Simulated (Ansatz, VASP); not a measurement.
# One calculation of SnO (Romarchite), two programs

INCAR

```
SYSTEM = SnO
PREC = Accurate
ENCUT = 520
EDIFF = 1E-6
ISMEAR = -1
SIGMA = 0.05
LREAL = .FALSE.
LASPH = .TRUE.
NELM = 60
ALGO = Normal
ISIF = 2
LWAVE = .FALSE.
LCHARG = .TRUE.
GGA = PE
LELF = .TRUE.
LVHAR = .TRUE.
NBANDS = 28
```

KPOINTS

```
Automatic mesh
0
G
  6 6 4
  0 0 0
```

POSCAR

```
SnO
1.0
    3.8112200263      0.0000000000      0.0000000000
    0.0000000000      3.8112200263      0.0000000000
    0.0000000000      0.0000000000      4.8568825102
Sn O
2 2
Direct
    0.5000000000      0.0000000000      0.2369000000
    0.0000000000      0.5000000000      0.7631000000
    0.0000000000      0.0000000000      0.0000000000
    0.5000000000      0.5000000000      0.0000000000
```

Input for Ansatz:

```yaml
crystal:
  lattice:
    - [3.81122002626298, 0.0, 0.0]
    - [0.0, 3.81122002626298, 0.0]
    - [0.0, 0.0, 4.8568825101705455]
  atoms:
    - { symbol: Sn, position: [0.5, 0.0, 0.2369] }
    - { symbol: Sn, position: [0.0, 0.5, 0.7631] }
    - { symbol: O, position: [0.0, 0.0, 0.0] }
    - { symbol: O, position: [0.5, 0.5, 0.0] }
basis:
  ecutwfc: 420.0
kpoints:
  mp_grid:
    grid: [6, 6, 4]
hamiltonian:
  xc: pbe
  pseudopotentials:
    kind: paw
scf:
  occupations:
    method: fermi_dirac
    width: 0.05
output:
  stress: true
```

Alike in both runs: task single point; functional PBE; k mesh 6 × 6 × 4; occupations fermi-dirac, width 0.05 eV; no spin polarisation.

|  | VASP | Ansatz |
| --- | --- | --- |
| version | VASP 6.6.1 | Ansatz 0.2.0 |
| potentials or method | VASP PAW PBE potentials, release 64 (Sn_d, O) | plane waves, PAW |
| plane-wave cutoff (eV) | 520 | 420 |
| valence electrons in the cell | 40 | 40 |

|  | VASP | Ansatz | Ansatz less VASP |
| --- | --- | --- | --- |
| pressure (GPa) | 4.0 | 3.7 | -0.23 |
| largest component of the traceless stress (GPa) | 0.55 | 0.57 | +0.011 |

The functional is the same, so the differences come from potentials, cutoffs and numerics.
